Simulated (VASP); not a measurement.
Crystal: BN.

```xyz
4
Lattice="2.5417 0.0000 0.0000 -1.2709 2.2012 0.0000 0.0000 0.0000 4.2042" Properties=species:S:1:pos:R:3 pbc="T T T"
B     1.2709    0.7337    4.2030
B     0.0000    1.4675    2.1009
N     1.2709    0.7337    2.6288
N     0.0000    1.4675    0.5267
```

Measurements of this composition are mostly on another form, of space group No. 194.

Base run:

- Program: VASP 6.6.1
- Functional: PBEsol
- Potentials or basis: VASP PAW PBE potentials, release 64 (B, N)
- Cutoff: 520 eV
- k mesh: 15 × 15 × 8
- Occupations: gaussian, width 0.02 eV
- Spin: no spin polarisation

Its results: band gap on the k mesh 4.95 eV, indirect (least direct gap 8.20 eV); pressure 0.3 GPa.

Q: After a change of settings the same cell gave: band gap on the k mesh 5.71 eV, indirect (least direct gap 8.99 eV); pressure 2.3 GPa. Which change was it?
A. functional from PBEsol to r2SCAN; k mesh from 15 × 15 × 8 to 12 × 12 × 6
B. k mesh from 15 × 15 × 8 to 12 × 12 × 6; occupations from gaussian, width 0.02 eV to gaussian, width 0.5 eV
C. potentials or basis from VASP PAW PBE potentials, release 64 (B, N) to VASP PAW PBE potentials, release 64 (B_h, N_h); cutoff from 520 eV to 900 eV; k mesh from 15 × 15 × 8 to 12 × 12 × 6
D. cutoff from 520 eV to 700 eV; k mesh from 15 × 15 × 8 to 12 × 12 × 6

A: A.

Caveats: the PAW data sets were made with another functional, which shifts forces and pressure a little; an odd mesh through Γ misses points on the zone boundary, where band edges often lie (some runs).

Not every run made on this cell is shown here.
